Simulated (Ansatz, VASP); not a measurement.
One calculation of CO2, two programs

```
C O
1.0
     0.00000    2.99572    2.99572
     2.99572    0.00000    2.99572
     2.99572    2.99572    0.00000
C O
2 4
Direct
  0.00000 0.00000 0.00000
  0.25000 0.25000 0.25000
  0.62500 0.62500 0.62500
  0.12500 0.62500 0.62500
  0.62500 0.62500 0.12500
  0.62500 0.12500 0.62500
```

Alike in both runs: functional PBE; k mesh 4 × 4 × 4; occupations gaussian, width 0.1 eV; collinear spin.

Ansatz relaxed the structure, and its values are those at the end. VASP's run is a single point on that final structure, the one shown.

```csv
,VASP,Ansatz
version,VASP 6.6.1,Ansatz 0.2.0
potentials or method,"VASP PAW PBE potentials, release 64 (C, O)","scalar-relativistic, plane waves, PAW"
plane-wave cutoff (eV),520,420
valence electrons in the cell,32,32
```

Ansatz gave:

- gap on the k mesh at the Fermi level (eV): none
- pressure (GPa): 0.0
- net moment per atom (μB): 0.44
- size of the moment on the site where the two differ most (μB): 0.66

**Question.** Which values does VASP return?

**Answer.** gap on the k mesh at the Fermi level (eV): none; pressure (GPa): -0.3; net moment per atom (μB): 0.44; size of the moment on the site where the two differ most (μB): 0.61.

Site moments also hang on the region over which each program counts them. A gap of «none» marks a metal or a gap that the smearing closes. With one functional, cell and mesh, what is left measures potentials, basis and numerics.

Caveats: the k mesh is coarse (spacing up to 0.45 Å⁻¹), so the values aren't converged.
